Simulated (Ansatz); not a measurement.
An element in the bcc structure gives these cold pressures by all-electron LAPW under PBE (Ansatz 0.2.0, scalar-relativistic, no spin polarisation).

| V (Å³/atom) | P (GPa) |
| --- | --- |
| 12.01 | -0.01 |
| 10.57 | 24.4 |
| 9.37 | 64.2 |
| 8.17 | 140.0 |
| 6.96 | 291.8 |
| 6.00 | 531.2 |
| 5.16 | 926.5 |

Q: Which element is it?

A: Cu. Its zero-pressure volume in this structure is near 12.0 Å³/atom; the volume and the steepness of P(V) together point to it, though neighbours can come close. Other candidates weren't computed, and some may come near.
